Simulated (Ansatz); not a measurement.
A plane-wave DFT run in Ansatz 0.2.0 (scalar-relativistic PAW potentials unless the input names others): input and command.

```yaml
crystal:
  lattice:
    - [0.0, 2.5481843193, 2.5481843193]
    - [2.5481843193, 0.0, 2.5481843193]
    - [2.5481843193, 2.5481843193, 0.0]
  atoms:
    - { symbol: Al, position: [0.0, 0.0, 0.0] }
    - { symbol: P, position: [0.75, 0.75, 0.75] }
basis:
  ecutwfc: 420
kpoints:
  mp_grid: { grid: [1, 1, 1] }
hamiltonian:
  xc: pbesol
scf:
  occupations: { method: gaussian, width: 0.02 }
  max_iter: 100
output:
  forces: true
  eigenvalues: true
  stress: true
relax:
  adjacent_minimum: "off"
  f_tol: 0.008
  max_steps: 50
  cell: { stress_tol: 0.08, p_target: 30.0 }
```

```bash
ansatz run input.yaml --threads 1 --pin off --max-ram 2560MiB --backend cpu --events-out ev --progress --plain --runs-dir out
```

Abridged log:
```
Basis set: ecut = 420 eV, 645 PW (Γ), exchange–correlation on 50×50×50 points (8 copies of the dense FFT grid, shifted against one another)
Bands: 8, of which v1, the nominal top of the filled ones, is band 4 counted from 1 (3 counted from 0)
Symmetry: 24 space group operations
k-points: 1
SCF iter   1: F=—  HF=-1250.671017 eV  |F-HF|=—  |Δ(HF+E_count)|=         —  Δρ=7.35e-2  dr2=2.54e0  ethr=1.77e-3  ⟨swp⟩=6.0  Hψ=77  notcnv=0
SCF iter   2: F=—  HF=-1249.814536 eV  |F-HF|=—  |Δ(HF+E_count)|=   8.56e-1  Δρ=2.67e-2  dr2=1.62e-1  ethr=1.77e-3  ⟨swp⟩=3.0  Hψ=27  notcnv=0
SCF iter   3: F=—  HF=-1249.836238 eV  |F-HF|=—  |Δ(HF+E_count)|=   2.17e-2  Δρ=9.16e-3  dr2=1.69e-2  ethr=1.77e-3  ⟨swp⟩=2.0  Hψ=12  notcnv=0
SCF iter   4: F=—  HF=-1249.850037 eV  |F-HF|=—  |Δ(HF+E_count)|=   1.38e-2  Δρ=1.26e-3  dr2=2.76e-4  ethr=2.11e-4  ⟨swp⟩=3.0  Hψ=16  notcnv=0
SCF iter   5: F=—  HF=-1249.850490 eV  |F-HF|=—  |Δ(HF+E_count)|=   4.52e-4  Δρ=7.40e-5  dr2=8.46e-7  ethr=3.45e-6  ⟨swp⟩=2.0  Hψ=16  notcnv=0
SCF iter   6: F=—  HF=-1249.850508 eV  |F-HF|=—  |Δ(HF+E_count)|=   1.87e-5  Δρ=1.59e-5  dr2=5.44e-8  ethr=1.25e-9  ⟨swp⟩=6.0  Hψ=45  notcnv=0
SCF iter   7: F=-1249.850508 eV  HF=-1249.850508 eV  |F-HF|=1.73e-10  |Δ(HF+E_count)|=   2.79e-8  Δρ=5.72e-7  dr2=5.91e-11  ethr=6.80e-10  ⟨swp⟩=2.0  Hψ=28  notcnv=0
SCF 1 converged in 7 iterations: F = -1249.850508 eV  dr2 = 5.91e-11
relax step   1: F+E_penalty+E_count = -1249.85050850 eV  Δ(F+E_penalty+E_count) = +0.000e0 eV  max|allowed force component| = 4.685e-26 eV/Å  Δτ_max = 0.0000 Å  P = +73.820 GPa  Ω = 33.092 Å³  (7 SCF iters, dr2 threshold 1.00e-7 eV, accepted)
Crystal: 2 atoms, lattice volume = 38.171 Å³
Basis set: ecut = 420 eV, 725 PW (Γ), exchange–correlation on 50×50×50 points (8 copies of the dense FFT grid, shifted against one another)
Initial density: handed on by an earlier stage of this run
Initial wavefunctions: those handed on with the density
SCF iter   1: F=—  HF=-1251.663668 eV  |F-HF|=—  |Δ(HF+E_count)|=         —  Δρ=1.77e-2  dr2=1.93e-1  ethr=2.43e-3  ⟨swp⟩=1.0  Hψ=83  notcnv=0
   ...
SCF iter   3: F=—  HF=-1252.209268 eV  |F-HF|=—  |Δ(HF+E_count)|=   4.72e-7  Δρ=1.51e-5  dr2=1.13e-7  ethr=1.51e-8  ⟨swp⟩=2.0  Hψ=12  notcnv=0
SCF iter   4: F=-1252.209268 eV  HF=-1252.209268 eV  |F-HF|=1.10e-8  |Δ(HF+E_count)|=   9.33e-8  Δρ=4.93e-6  dr2=5.90e-9  ethr=1.13e-9  ⟨swp⟩=6.0  Hψ=43  notcnv=0
SCF 7 converged in 4 iterations: F = -1252.209268 eV  dr2 = 5.90e-9
relax step   7: F+E_penalty+E_count = -1252.20926773 eV  Δ(F+E_penalty+E_count) = -9.383e-3 eV  max|allowed force component| = 7.582e-25 eV/Å  Δτ_max = 0.0000 Å  P = +30.002 GPa  Ω = 40.801 Å³  energy of the carried Pulay correction = -7.744e-6 eV  (4 SCF iters, dr2 threshold 9.04e-8 eV, accepted)
SCF iter   1: F=—  HF=-1252.209306 eV  |F-HF|=—  |Δ(HF+E_count)|=         —  Δρ=5.89e-6  dr2=8.64e-9  ethr=9.43e-7  ⟨swp⟩=3.0  Hψ=100  notcnv=0
SCF iter   2: F=—  HF=-1252.209268 eV  |F-HF|=—  |Δ(HF+E_count)|=   3.87e-5  Δρ=3.91e-6  dr2=7.41e-9  ethr=1.08e-10  ⟨swp⟩=3.0  Hψ=16  notcnv=0
SCF iter   3: F=—  HF=-1252.209268 eV  |F-HF|=—  |Δ(HF+E_count)|=  4.83e-10  Δρ=2.03e-6  dr2=1.38e-9  ethr=9.26e-11  ⟨swp⟩=2.0  Hψ=11  notcnv=0
SCF iter   4: F=—  HF=-1252.209268 eV  |F-HF|=—  |Δ(HF+E_count)|=   1.98e-9  Δρ=8.49e-7  dr2=3.61e-10  ethr=1.72e-11  ⟨swp⟩=2.0  Hψ=12  notcnv=0
SCF iter   5: F=—  HF=-1252.209268 eV  |F-HF|=—  |Δ(HF+E_count)|=  9.35e-11  Δρ=3.83e-7  dr2=6.48e-11  ethr=4.51e-12  ⟨swp⟩=1.0  Hψ=8  notcnv=0
SCF iter   6: F=-1252.209268 eV  HF=-1252.209268 eV  |F-HF|=1.82e-12  |Δ(HF+E_count)|=  1.64e-11  Δρ=7.64e-8  dr2=2.48e-12  ethr=1.00e-12  ⟨swp⟩=6.0  Hψ=36  notcnv=0
SCF 8 converged in 6 iterations: F = -1252.209268 eV  dr2 = 2.48e-12
SCF converged after 6 iterations
Free energy (F): -1252.209268 eV
Harris-Foulkes:  -1252.209268 eV  (|F-HF|=1.82e-12)
Internal energy: -1252.209268 eV  (E = F + TS)
E sigma→0 (E₀):  -1252.209268 eV
Fermi energy:    7.769645 eV
--- Forces (eV/Å), atoms counted from 1 ---
  atom   1  Al     0.00000000     0.00000000     0.00000000
  atom   2  P      0.00000000     0.00000000     0.00000000
--- Stress (GPa, compression-positive) ---
       30.002498       0.000000       0.000000
        0.000000      30.002498       0.000000
        0.000000       0.000000      30.002498
  P = ⅓ Tr σ = 30.0025 GPa (300.025 kbar)
--- Relaxed structure (6 steps of the walk, 6 accepted, 2 SCFs on fresh bases) ---
  F+E_penalty+E_count = -1252.20926773 eV   max|allowed force component| = 3.770e-27 eV/Å   (the final SCF, on the basis selected at the relaxed cell)
  cell:  # Å, volume = 40.8009 Å³
    - [0.0, 2.73241402, 2.73241402]
    - [2.73241402, 0.0, 2.73241402]
    - [2.73241402, 2.73241402, 0.0]
  atoms:
    - { symbol: Al, position: [0.0, 0.0, 0.0] }
    - { symbol: P, position: [0.75, 0.75, 0.75] }
```

**Question.** What is wrong with this input?

**Answer.** The fault is one k-point for a small cell (kpoints.mp_grid.grid: [10, 10, 10] → [1, 1, 1], the first being the value of the sound run). Setting it back cures it. The run converged all the same, with an energy at zero smearing 6.4 eV/atom above the reference's, pressure 30.00 GPa, largest force 0.000 eV/Å, gap on the mesh 2.99 eV, so convergence alone doesn't show that an input is right. A reference run from the same start on usual settings converged, and the end of its own relaxation has pressure 29.95 GPa, largest force 0.000 eV/Å, gap on the mesh 0.93 eV (its cell was held, or driven to that pressure on purpose).

Time: 1.4 s on 1 thread of Intel(R) Xeon(R) 6975P-C (Granite Rapids), with other jobs on the host, peak memory 0.33 GiB.